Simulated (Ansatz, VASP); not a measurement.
**Two plane-wave programs on AgCl**

```xyz
2
Lattice="0.0000 2.7553 2.7553 2.7553 0.0000 2.7553 2.7553 2.7553 0.0000" Properties=species:S:1:pos:R:3 pbc="T T T"
Ag    0.0000    0.0000    0.0000
Cl    2.7553    2.7553    2.7553
```

Alike in both runs: functional PBE; dispersion D3(BJ); k mesh 8 × 8 × 8; occupations gaussian, width 0.02 eV; no spin polarisation.

Ansatz relaxed the structure, and its values are those at the end. VASP's run is a single point on that final structure, the one shown.

|  | VASP | Ansatz |
| --- | --- | --- |
| version | VASP 6.6.1 | Ansatz 0.2.0 |
| potentials or method | VASP PAW PBE potentials, release 64 (Ag, Cl) | scalar-relativistic, plane waves, PAW |
| plane-wave cutoff (eV) | 520 | 420 |
| valence electrons in the cell | 18 | 26 |

|  | VASP | Ansatz | Ansatz less VASP |
| --- | --- | --- | --- |
| gap on the k mesh at the Fermi level (eV) | 0.90 | 0.91 | +0.003 |
| least direct gap on the mesh (eV) | 3.24 | 3.25 | +0.002 |
| pressure (GPa) | -0.2 | 0.0 | +0.15 |

The two sets of potentials don't hold the same shells in valence.

A k mesh can miss the band edges.
